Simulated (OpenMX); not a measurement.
CoO under changes of volume

One of the cells (9.684 Å³/atom); the others are scaled copies at fixed shape and fractional positions:

```xyz
2
Lattice="0.0000 2.1315 2.1315 2.1315 0.0000 2.1315 2.1315 2.1315 0.0000" Properties=species:S:1:pos:R:3 pbc="T T T"
Co    0.0000    0.0000    0.0000
O     2.1315    2.1315    2.1315
```

* Program: OpenMX 3.8.5
* Functional: PBE
* Potentials or basis: OpenMX 2013 PBE set, Co6.0H-s2p2d1, O6.0-s2p2, fixed grid of 32 × 32 × 32 points
* k mesh: 11 × 11 × 11
* Occupations: fermi-dirac, width 0.05 eV
* Spin: collinear spin, ferromagnetic start
* Starting moments: [2.0, 0.0] μB

```csv
volume (Å³/atom),energy over the lowest point (meV/atom),moment (μB per cell)
9.103,12.95,2.35
9.297,?,?
9.490,0.00,2.45
9.684,1.09,2.52
9.878,6.64,2.58
10.071,16.17,2.64
10.265,29.10,2.68
```

Q: What does the run at 9.297 Å³/atom give?

A: Energy over the lowest point 3.67 meV/atom; moment 2.40 μB per cell.

Worked out: A Birch-Murnaghan fit of order 3 (a polynomial in V^(-2/3)) to the other rows has its minimum at 9.54 Å³/atom with B0 = V·E''(V) = 194 GPa and B' = 4.5. It gives 3.71 meV/atom at 9.297 Å³/atom, against the run's 3.67. A parabola through the other rows of the moment, of slope 0.299 μB per Å³/atom there, gives 2.40 μB, against the run's 2.40.

Energies are extrapolated to zero smearing.

Caveats: the transition metal has a single d function, too few for pressures, volumes and moments; the basis of atomic orbitals isn't converged, which shifts pressures, moduli and gaps; a cell with one magnetic atom can't hold antiferromagnetic order, which such compounds often take.
